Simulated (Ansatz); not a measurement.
# AlN (zincblende): gap against strain (uniaxial along [111], other directions held)

AlN built on the zincblende prototype, relaxed with r2SCAN in Ansatz 0.2.0, then strained (uniaxial along [111], other directions held; changes of length per length, axes as in the cell below) with the atoms relaxed again within the symmetry that is left. Space group F-43m (No. 216), cubic; conventional cell a = 4.370 Å, 10.43 Å³ an atom. Al has 4 N at 1.89 Å; N has 4 Al at 1.89 Å. Calculated for a static, non-magnetic cell.

```
Al N
1.0
     0.00000    2.18488    2.18488
     2.18488    0.00000    2.18488
     2.18488    2.18488    0.00000
Al N
1 1
Direct
  0.00000 0.00000 0.00000
  0.25000 0.25000 0.25000
```

Gaps are the least over each mesh (PBE 10×10×10, r2SCAN 10×10×10, HSE06 8×8×8 when unstrained) and the special points, which keep their unstrained names; stress is the change from the unstrained cell, compression positive.

```tsv
strain (%)	gap, PBE (eV)	gap, r2SCAN (eV)	gap, HSE06 (eV)	edges, HSE06	stress along the strain, r2SCAN (GPa)	energy rise, r2SCAN (meV/atom)
0.0	3.325	3.941	4.552	Γ → X	0.00	0.0
+1.5	3.272	3.883	4.493	Γ → X	-6.90	3.4
+3.35	3.201	3.805	4.415	Γ → X	-14.87	16.6
+4.0	3.176	3.776	4.386	Γ → X	-17.51	23.4
```

The meshes of the hybrids are coarse, so their gaps aren't converged to the digits shown.
